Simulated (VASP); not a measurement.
# Si (Fd-3m) in VASP: notebook

One crystal, Si, is run at these levels: r2SCAN+rVV10; tasks: single point.

Everything below comes from runs of VASP 6.6.1. Logs are shortened: lines on timing, memory, paths and dates and some standing lists are left out, and cuts for length are marked.

**1. The structure**

It takes space group Fd-3m (No. 227, cubic). The conventional cell has a = 5.435 Å, b = 5.435 Å, c = 5.435 Å, α = 90.00°, β = 90.00°, γ = 90.00°. Around Si (site symmetry -43m) lie 4 Si at 2.35 Å.

The cell was built by a generator and needn't be a form met in nature.

**2. Single point, r2SCAN+rVV10**

The input, POSCAR:

```
Si
1.0
    0.0000000000      2.7176466806      2.7176466806
    2.7176466806      0.0000000000      2.7176466806
    2.7176466806      2.7176466806      0.0000000000
Si
2
Direct
    0.0000000000      0.0000000000      0.0000000000
    0.2500000000      0.2500000000      0.2500000000
```

The input, INCAR.step1:

```
SYSTEM = Si
PREC = Accurate ; ENCUT = 520
ISMEAR = 0 ; SIGMA = 0.02
LREAL = .FALSE. ; LASPH = .TRUE.
NELM = 100 ; NBANDS = 11
GGA = PE ; ALGO = Normal
EDIFF = 1E-4 ; LWAVE = .TRUE.
LCHARG = .FALSE.
```

The input, INCAR.step2:

```
SYSTEM = Si
PREC = Accurate ; ENCUT = 520
EDIFF = 1E-6 ; ISMEAR = 0
SIGMA = 0.02 ; LREAL = .FALSE.
LASPH = .TRUE. ; NELM = 100
ALGO = Normal ; ISIF = 2
LWAVE = .FALSE. ; LCHARG = .TRUE.
METAGGA = R2SCAN ; LMIXTAU = .TRUE.
LUSE_VDW = .TRUE. ; IVDW_NL = 2
BPARAM = 11.95 ; CPARAM = 0.0093
LELF = .TRUE. ; LVHAR = .TRUE.
NBANDS = 11 ; ISTART = 1
```

The input, KPOINTS:

```
regular mesh
0
G
  10 10 10
  0 0 0
```

Potentials or basis: VASP PAW PBE potentials, release 64 (Si).

The run is started by

```
$ cat potpaw_PBE.64/Si/POTCAR > POTCAR
$ cp INCAR.step1 INCAR
$ mpirun -np 1 vasp_std > vasp.out
$ cp INCAR.step2 INCAR
$ mpirun -np 1 vasp_std > vasp.out
```

OUTCAR:

```text
SYSTEM = Si
   PREC = Accurate
   ENCUT = 520
   EDIFF = 1E-6
   ISMEAR = 0
   LREAL = .FALSE.
   LASPH = .TRUE.
   NELM = 100
   ISIF = 2
   METAGGA = R2SCAN
   IVDW_NL = 2
   BPARAM = 11.95
   ISTART = 1

 ion  position               nearest neighbor table
   1  0.000  0.000  0.000-   2 2.35   2 2.35   2 2.35   2 2.35
   2  0.250  0.250  0.250-   1 2.35   1 2.35   1 2.35   1 2.35

  LATTYP: Found a face centered cubic cell.
 ALAT       =     5.4352933612

  Lattice vectors:

 A1 = (   0.0000000000,   2.7176466806,   2.7176466806)
 A2 = (   2.7176466806,   0.0000000000,   2.7176466806)
 A3 = (   2.7176466806,   2.7176466806,   0.0000000000)

Analysis of symmetry for initial positions (statically):
=====================================================================
 Subroutine PRICEL returns:
 Original cell was already a primitive cell.

 Routine SETGRP: Setting up the symmetry group for a
 face centered cubic supercell.

 Subroutine GETGRP returns: Found 48 space group operations
 (whereof 24 operations were pure point group operations)
 out of a pool of 48 trial point group operations.

The static configuration has the point symmetry T_d .
 The point group associated with its full space group is O_h .

Analysis of symmetry for dynamics (positions and initial velocities):
=====================================================================
 Subroutine PRICEL returns:
 Original cell was already a primitive cell.

 Routine SETGRP: Setting up the symmetry group for a
 face centered cubic supercell.

 Subroutine GETGRP returns: Found 48 space group operations
 (whereof 24 operations were pure point group operations)
 out of a pool of 48 trial point group operations.

The dynamic configuration has the point symmetry T_d .
 The point group associated with its full space group is O_h .

 Subroutine INISYM returns: Found 48 space group operations
 (whereof 24 operations are pure point group operations),
 and found     1 'primitive' translations

----------------------------------------------------------------------------------------

                                     Primitive cell

  volume of cell :      40.1429

  direct lattice vectors                    reciprocal lattice vectors
     0.000000000  2.717646681  2.717646681    -0.183982710  0.183982710  0.183982710
     2.717646681  0.000000000  2.717646681     0.183982710 -0.183982710  0.183982710
     2.717646681  2.717646681  0.000000000     0.183982710  0.183982710 -0.183982710

  length of vectors
     3.843332793  3.843332793  3.843332793     0.318667401  0.318667401  0.318667401

  position of ions in fractional coordinates (direct lattice)
     0.000000000  0.000000000  0.000000000
     0.250000000  0.250000000  0.250000000

  ion indices of the primitive-cell ions
   primitive index   ion index
                 1           1
                 2           2

----------------------------------------------------------------------------------------

 KPOINTS: regular mesh

Automatic generation of k-mesh.
 Grid dimensions read from file:
 generate k-points for:   10   10   10

 Generating k-lattice:

  Cartesian coordinates                     Fractional coordinates (reciprocal lattice)
    -0.018398271  0.018398271  0.018398271     0.100000000  0.000000000  0.000000000
     0.018398271 -0.018398271  0.018398271     0.000000000  0.100000000  0.000000000
     0.018398271  0.018398271 -0.018398271     0.000000000  0.000000000  0.100000000

  Length of vectors
     0.031866740  0.031866740  0.031866740

  Shift w.r.t. Gamma in fractional coordinates (k-lattice)
     0.000000000  0.000000000  0.000000000

 Subroutine IBZKPT returns following result:
 ===========================================

 Found     47 irreducible k-points:

 Following reciprocal coordinates:
            Coordinates               Weight
  0.000000  0.000000  0.000000      1.000000
  0.100000  0.000000  0.000000      8.000000
  0.200000  0.000000  0.000000      8.000000
  0.300000  0.000000  0.000000      8.000000
  0.400000  0.000000  0.000000      8.000000
  0.500000  0.000000  0.000000      4.000000
[... 16 lines left out ...]
  0.300000  0.300000  0.000000      6.000000
  0.400000  0.300000  0.000000     24.000000
 [... further k-points ...]
   k-points           NKPTS =     47   k-points in BZ     NKDIM =     47   number of bands    NBANDS=     11
   number of dos      NEDOS =    301   number of ions     NIONS =      2
   total plane-waves  NPLWV =  27000
   dimension x,y,z NGX =    30 NGY =   30 NGZ =   30
   dimension x,y,z NGXF=    60 NGYF=   60 NGZF=   60
   ions per type =               2
   NGX,Y,Z   is equivalent  to a cutoff of  12.98, 12.98, 12.98 a.u.
   NGXF,Y,Z  is equivalent  to a cutoff of  25.95, 25.95, 25.95 a.u.
 SYSTEM =  Si
   PREC   = accura    normal or accurate (medium, high low for compatibility)
   ISTART =      1    job   : 0-new  1-cont  2-samecut
   ICHARG =      0    charge: 1-file 2-atom 10-const
   ISPIN  =      1    spin polarized calculation?
   LNONCOLLINEAR =      F non collinear calculations
   LSORBIT =      F    spin-orbit coupling
   LASPH  =      T    aspherical Exc in radial PAW
   ENCUT  =  520.0 eV  38.22 Ry    6.18 a.u.   7.15  7.15  7.15*2*pi/ulx,y,z
   NELM   =    100;   NELMIN=  2; NELMDL=  0     # of ELM steps
   EDIFF  = 0.1E-05   stopping-criterion for ELM
   LREAL  =      F    real-space projection
   EDIFFG = 0.1E-04   stopping-criterion for IOM
   NSW    =      0    number of steps for IOM
   IBRION =     -1    ionic relax: 0-MD 1-quasi-New 2-CG
   NFREE  =      0    steps in history (QN), initial steepest desc. (CG)
   ISIF   =      2    stress and relaxation
   ISYM   =      2    0-nonsym 1-usesym 2-fastsym
   POTIM  = 0.5000    time-step for ionic-motion
   TEBEG  =    0.0;   TEEND  =   0.0 temperature during run
   PSTRESS=    0.0 pullay stress
   NELECT =       8.0000    total number of electrons
   NUPDOWN=      -1.0000    fix difference up-down
   EMIN   =  10.00;   EMAX   =-10.00  energy-range for DOS
   EFERMI =   0.00;   METHOD = LEGACY
   ISMEAR =     0;   SIGMA  =   0.02  broadening in eV -4-tet -1-fermi 0-gaus
   EFERMI_NEDOS =   21; number of points for ismear=-14 and -15
   IALGO  =     38    algorithm
   IMIX   =      4    mixing-type and parameters
     AMIX     =   0.40;   BMIX     =  1.00
     AMIX_MAG =   1.60;   BMIX_MAG =  1.00
  volume/ion in A,a.u.               =      20.07       135.45
  Fermi-wavevector in a.u.,A,eV,Ry     =   0.956244  1.807038 12.441190  0.914402
  Thomas-Fermi vector in A             =   2.085154
   LORBIT       =      0    0 simple, 1 ext, 2 COOP (PROOUT), +10 PAW based schemes
   METAGGA = R2SCAN    functional components
   LHFCALC =     F    Hartree Fock is set to
   AEXX    =    0.0000 exact exchange contribution
   IVDW_NL    =     2    kernel type
   BPARAM     =11.9500
   IVDW    =     0    specifies the selected vdW correction
   LEPSILON=     F    determine dielectric tensor
   LRPA    =     F    only Hartree local field effects (RPA)
 non-spin polarized calculation
 Gauss-broadening in eV      SIGMA  =   0.02
  energy-cutoff  :      520.00
  volume of cell :       40.14
 maximum number of plane-waves:      1106
 NGX is ok and might be reduce to    30
   NGX = 15   NGY = 15   NGZ = 15

 number of electron       8.0000001 magnetization

 Free energy of the ion-electron system (eV)
  ---------------------------------------------------
  ext. energy  EPLUGINS =         0.00000000
  ---------------------------------------------------
  free energy    TOTEN  =       -17.40398880 eV

  energy without entropy =      -17.40398880  energy(sigma->0) =      -17.40398880

 E-fermi :   5.8399     XC(G=0):  -9.8837

 val. band max:        5.7111833256   @ k =   0.0000   0.0000   0.0000
 cond. band min:       6.4606642539   @ k =   0.4000   0.4000   0.0000
 fundamental gap:      0.7494809283
 Fermi energy:         5.8399155749

 k-point     1 :       0.0000    0.0000    0.0000
  band No.  band energies     occupation
      1      -6.8080      2.00000
      2       5.7112      2.00000
      3       5.7112      2.00000
      4       5.7112      2.00000
      5       8.4596      0.00000
      6       8.4596      0.00000
      7       8.4596      0.00000
      8       9.6618      0.00000
      9      13.8303      0.00000
     10      13.8303      0.00000
     11      14.3144      0.00000

 k-point     2 :       0.1000    0.0000    0.0000
  band No.  band energies     occupation
      1      -6.6703      2.00000
      2       4.5424      2.00000
      3       5.5017      2.00000
      4       5.5017      2.00000
      5       8.5472      0.00000
      6       8.7690      0.00000
      7       8.7690      0.00000
      8      10.5397      0.00000
      9      13.4721      0.00000
     10      13.4721      0.00000
     11      14.8599      0.00000

 k-point     3 :       0.2000    0.0000    0.0000
  band No.  band energies     occupation
      1      -6.2637      2.00000
      2       2.6003      2.00000
      3       5.0982      2.00000
      4       5.0982      2.00000
      5       8.2393      0.00000
      6       9.3079      0.00000
      7       9.3079      0.00000
      8      12.3385      0.00000
      9      13.1598      0.00000
     10      13.1598      0.00000
     11      15.5061      0.00000

 k-point     4 :       0.3000    0.0000    0.0000
  band No.  band energies     occupation
      1      -5.6163      2.00000
      2       0.7261      2.00000
      3       4.7422      2.00000
      4       4.7422      2.00000
      5       7.8873      0.00000
      6       9.4880      0.00000
      7       9.4880      0.00000
      8      13.7495      0.00000
      9      13.7496      0.00000
     10      13.9398      0.00000
     11      15.2788      0.00000

 k-point     5 :       0.4000    0.0000    0.0000
  band No.  band energies     occupation
      1      -4.8304      2.00000
      2      -0.8255      2.00000
      3       4.5160      2.00000
      4       4.5160      2.00000
      5       7.6491      0.00000
      6       9.3636      0.00000
      7       9.3636      0.00000
      8      14.0944      0.00000
      9      15.2277      0.00000
     10      15.2277      0.00000
     11      16.5470      0.00000
[... 211 lines left out ...]
 k-point    21 :      -0.3000    0.2000    0.0000
  band No.  band energies     occupation
      1      -4.6332      2.00000
      2      -0.2339      2.00000
      3       2.1096      2.00000
      4       4.3174      2.00000
      5       8.4319      0.00000
      6      10.5493      0.00000
      7      10.6886      0.00000
      8      12.9359      0.00000
      9      12.9393      0.00000
     10      15.9047      0.00000
     11      18.3402      0.00000

 k-point    22 :      -0.2000    0.2000    0.0000
  band No.  band energies     occupation
      1      -5.3889      2.00000
      2       1.0713      2.00000
      3       2.5786      2.00000
      4       4.8140      2.00000
      5       8.8959      0.00000
      6       9.9806      0.00000
      7      10.3562      0.00000
      8      11.9209      0.00000
      9      12.1875      0.00000
     10      17.1519      0.00000
     11      17.2368      0.00000

 k-point    23 :       0.3000    0.3000    0.0000
  band No.  band energies     occupation
      1      -5.1776      2.00000
      2       1.1480      2.00000
      3       3.3578      2.00000
      4       3.3578      2.00000
      5       6.7453      0.00000
      6       8.3773      0.00000
      7      12.8112      0.00000
      8      12.8112      0.00000
      9      15.5850      0.00000
     10      15.6755      0.00000
     11      18.9608      0.00000

 k-point    24 :       0.4000    0.3000    0.0000
  band No.  band energies     occupation
      1      -4.5323      2.00000
      2       0.0847      2.00000
      3       2.7142      2.00000
      4       3.1409      2.00000
      5       6.9420      0.00000
      6       8.1955      0.00000
      7      13.1630      0.00000
      8      13.2477      0.00000
      9      16.7653      0.00000
     10      17.2976      0.00000
     11      18.6394      0.00000

 [... further k-points ...]

------------------------ aborting loop because EDIFF is reached ----------------------------------------

  FORCE on cell =-STRESS in cart. coord.  units (eV):
  Direction    XX          YY          ZZ          XY          YZ          ZX
  --------------------------------------------------------------------------------------
  -------------------------------------------------------------------------------------
  Total       -0.0514242     -0.0514242     -0.0514242      0.0000000      0.0000000      0.0000000
  in kB       -2.0524321     -2.0524321     -2.0524321      0.0000000      0.0000000      0.0000000
  external PRESSURE =      -2.0524321 kB  Pullay stress =       0.0000000 kB

 VOLUME and BASIS-vectors are now :
 -----------------------------------------------------------------------------
  energy-cutoff  :      520.00
  volume of cell :       40.14
      direct lattice vectors                 reciprocal lattice vectors
     0.000000000  2.717646681  2.717646681    -0.183982710  0.183982710  0.183982710
     2.717646681  0.000000000  2.717646681     0.183982710 -0.183982710  0.183982710
     2.717646681  2.717646681  0.000000000     0.183982710  0.183982710 -0.183982710

 POSITION                                       TOTAL-FORCE (eV/Angst)
 -----------------------------------------------------------------------------------
      0.00000      0.00000      0.00000         0.000000      0.000000      0.000000
      1.35882      1.35882      1.35882        -0.000000     -0.000000     -0.000000
 -----------------------------------------------------------------------------------
    total drift:                               -0.000000     -0.000000     -0.000000

  FREE ENERGIE OF THE ION-ELECTRON SYSTEM (eV)
  ---------------------------------------------------
  free  energy   TOTEN  =       -17.4039887952 eV

  energy  without entropy=      -17.4039887952  energy(sigma->0) =      -17.40398880
```

Wall time 96 s (1 thread of Intel Xeon Platinum 8375C at 2.90GHz (Ice Lake), shared host); peak memory 0.28 GiB.

Results:

```yaml
Free_energy: -17.4040 eV
Pressure: -0.2 GPa
Band_gap_on_the_k_mesh: 0.75 eV, indirect (least direct gap 2.75 eV)
```

Caveat: the PAW data sets were made with another functional, which shifts forces and pressure a little. A k mesh can miss the band edges.

**3. Single point, r2SCAN+rVV10**

POSCAR is that of step 2.

The input, INCAR.step1:

```
SYSTEM = Si
ALGO = Normal
EDIFF = 1E-4
ENCUT = 520
GGA = PE
ISMEAR = 0
LASPH = .True.
LCHARG = .False.
LREAL = .False.
LWAVE = .True.
NBANDS = 11
NELM = 100
PREC = Accurate
SIGMA = 0.02
```

The input, INCAR.step2:

```
SYSTEM = Si
ALGO = Normal
BPARAM = 11.95
CPARAM = 0.0093
EDIFF = 1E-6
ENCUT = 520
ISIF = 2
ISMEAR = 0
ISTART = 1
IVDW_NL = 2
LASPH = .True.
LCHARG = .False.
LMIXTAU = .True.
LREAL = .False.
LUSE_VDW = .True.
LWAVE = .False.
METAGGA = R2SCAN
NBANDS = 11
NELM = 100
PREC = Accurate
SIGMA = 0.02
```

The input, KPOINTS:

```
k-points
0
Gamma
  10 10 10
  0 0 0
```

Potentials or basis: VASP PAW PBE potentials, release 64 (Si).

The run is started by

```
$ cat potpaw_PBE.64/Si/POTCAR > POTCAR
$ cp INCAR.step1 INCAR
$ mpirun -np 1 vasp_std > vasp.out
$ cp INCAR.step2 INCAR
$ mpirun -np 1 vasp_std > vasp.out
```

OUTCAR:

```text
SYSTEM = Si
   BPARAM = 11.95
   EDIFF = 1E-6
   ENCUT = 520
   ISIF = 2
   ISMEAR = 0
   ISTART = 1
   IVDW_NL = 2
   LASPH = .True.
   LREAL = .False.
   METAGGA = R2SCAN
   NELM = 100
   PREC = Accurate

 ion  position               nearest neighbor table
   1  0.000  0.000  0.000-   2 2.35   2 2.35   2 2.35   2 2.35
   2  0.250  0.250  0.250-   1 2.35   1 2.35   1 2.35   1 2.35

  LATTYP: Found a face centered cubic cell.
 ALAT       =     5.4352933612

  Lattice vectors:

[... 529 lines left out ...]
------------------------ aborting loop because EDIFF is reached ----------------------------------------

  FORCE on cell =-STRESS in cart. coord.  units (eV):
  Direction    XX          YY          ZZ          XY          YZ          ZX
  --------------------------------------------------------------------------------------
  -------------------------------------------------------------------------------------
  Total       -0.0514242     -0.0514242     -0.0514242      0.0000000      0.0000000      0.0000000
  in kB       -2.0524321     -2.0524321     -2.0524321      0.0000000      0.0000000      0.0000000
  external PRESSURE =      -2.0524321 kB  Pullay stress =       0.0000000 kB

 VOLUME and BASIS-vectors are now :
 -----------------------------------------------------------------------------
  energy-cutoff  :      520.00
  volume of cell :       40.14
      direct lattice vectors                 reciprocal lattice vectors
     0.000000000  2.717646681  2.717646681    -0.183982710  0.183982710  0.183982710
     2.717646681  0.000000000  2.717646681     0.183982710 -0.183982710  0.183982710
     2.717646681  2.717646681  0.000000000     0.183982710  0.183982710 -0.183982710

 POSITION                                       TOTAL-FORCE (eV/Angst)
 -----------------------------------------------------------------------------------
      0.00000      0.00000      0.00000         0.000000      0.000000      0.000000
      1.35882      1.35882      1.35882        -0.000000     -0.000000     -0.000000
 -----------------------------------------------------------------------------------
    total drift:                               -0.000000     -0.000000     -0.000000

  FREE ENERGIE OF THE ION-ELECTRON SYSTEM (eV)
  ---------------------------------------------------
  free  energy   TOTEN  =       -17.4039887952 eV

  energy  without entropy=      -17.4039887952  energy(sigma->0) =      -17.40398880
```

OSZICAR.step1:

```text
N       E                     dE             d eps       ncg     rms          rms(c)
DAV:   1     0.624084238435E+01    0.62408E+01   -0.31193E+03  1034   0.559E+02
DAV:   2    -0.104759313947E+02   -0.16717E+02   -0.15840E+02  1428   0.825E+01
DAV:   3    -0.110200225793E+02   -0.54409E+00   -0.54187E+00  1354   0.123E+01
DAV:   4    -0.110239877903E+02   -0.39652E-02   -0.39647E-02  1222   0.134E+00
DAV:   5    -0.110240270055E+02   -0.39215E-04   -0.39215E-04  1336   0.125E-01    0.487E+00
DAV:   6    -0.109003407121E+02    0.12369E+00   -0.70645E-02  1175   0.109E+00    0.297E+00
DAV:   7    -0.108438138397E+02    0.56527E-01   -0.13609E-01  1177   0.163E+00    0.182E-01
DAV:   8    -0.108450700506E+02   -0.12562E-02   -0.59702E-03  1169   0.416E-01    0.808E-02
DAV:   9    -0.108452760244E+02   -0.20597E-03   -0.19780E-04  1258   0.862E-02    0.594E-02
DAV:  10    -0.108453008855E+02   -0.24861E-04   -0.20816E-05   712   0.267E-02
   1 F= -.10845301E+02 E0= -.10845301E+02  d E =-.297624E-24
```

It took 96 s on 1 thread of Intel Xeon Platinum 8375C at 2.90GHz (Ice Lake), shared host; peak memory 0.28 GiB.

Results:

```yaml
Free_energy: -17.4040 eV
Pressure: -0.2 GPa
Band_gap_on_the_k_mesh: 0.75 eV, indirect (least direct gap 2.75 eV)
```

Levels at points of the mesh, in eV from the valence-band top:
```csv
k point,band 1,band 2,band 3,band 4,band 5,band 6,band 7,band 8,band 9
"(0.00, 0.00, 0.00)",-12.52,0.00,0.00,0.00,2.75,2.75,2.75,3.95,8.12
"(0.50, 0.00, 0.00)",-10.07,-7.27,-1.27,-1.27,1.86,3.57,3.57,8.26,11.15
"(0.50, 0.50, 0.00)",-8.15,-8.15,-3.01,-3.01,0.89,0.89,10.86,10.86,11.60
```

Caveat: the PAW data sets were made with another functional, which shifts forces and pressure a little. r2SCAN opens gaps a little over a GGA but as a rule still falls short of measured ones.
